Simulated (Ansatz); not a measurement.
Crystal: CaO.

```
CELL_PARAMETERS angstrom
0.00000 2.40356 2.40356
2.40356 0.00000 2.40356
2.40356 2.40356 0.00000
ATOMIC_POSITIONS crystal
Ca 0.00000 0.00000 0.00000
O 0.50000 0.50000 0.50000
```

The cell is a database's computed one.

```yaml
Program: Ansatz 0.2.0
Task: relaxation of cell and atoms
Functional: RPBE
Potentials_or_basis: Ansatz PAW
Cutoff: "420 eV (not typed: the program's choice for these potentials)"
k_mesh: 10 × 10 × 10
Occupations: fermi-dirac, width 0.05 eV
Spin: no spin polarisation
```

At the start: volume 13.89 Å³/atom.

Problem. How do energy, volume and symmetry change on relaxing?

Solution. It ends after 7 steps and the volume is 14.61 Å³/atom (+5.2 %); space group Fm-3m (No. 225, to 0.05 Å).

Step by step:
```
step  energy change (eV)  largest force (eV/Å)  volume (Å³)
   1              0.0000                0.0000        27.77
   2             -0.0182                0.0000        29.39
   3             -0.0193                0.0000        29.16
   4             -0.0193                0.0000        29.15
   5             -0.0232                0.0000        29.15
   6             -0.0231                0.0000        29.22
   7             -0.0232                0.0000        29.22
```

Final structure:
```
CELL_PARAMETERS angstrom
0.00000 2.44454 2.44454
2.44454 0.00000 2.44454
2.44454 2.44454 0.00000
ATOMIC_POSITIONS crystal
Ca 0.00000 0.00000 0.00000
O 0.50000 0.50000 0.50000
```

Caveat: the plane-wave basis is chosen anew once the cell has moved, so the energies of steps on either side of that aren't comparable; the pressure holds a Pulay correction of +0.3 GPa for the finite cutoff; the PAW data sets come from PBE, with cores solved anew for the run's functional, which leaves a small shift of forces and pressure.
